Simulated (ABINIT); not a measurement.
Crystal: Ge.

```
Ge
1.0
     0.00000    2.82891    2.82891
     2.82891    0.00000    2.82891
     2.82891    2.82891    0.00000
Ge
2
Direct
  0.75000 0.75000 0.75000
  0.50000 0.50000 0.50000
```

Program: ABINIT 10.8.3 (patched build). Alike in all runs: task band structure; no spin polarisation; cell as given; k mesh 8 × 8 × 8; cutoff (eV) 1061; smearing fermi-dirac 0.05 eV.

Order these runs on this cell by their pressure, lowest first.
A. level PBE; potentials or basis Ansatz NC PBE
B. level LDA; potentials or basis PseudoDojo NC SR LDA v0.4.1 standard
C. level PBEsol; potentials or basis PseudoDojo NC SR PBEsol v0.4.1 standard
D. level revPBE; potentials or basis PseudoDojo NC SR PBE v0.4.1 standard

B (-1.4 GPa), C (0.6 GPa), A (3.7 GPa), D (5.5 GPa).

Caveats: the potentials were made for another functional, which shifts forces and pressure (some runs).
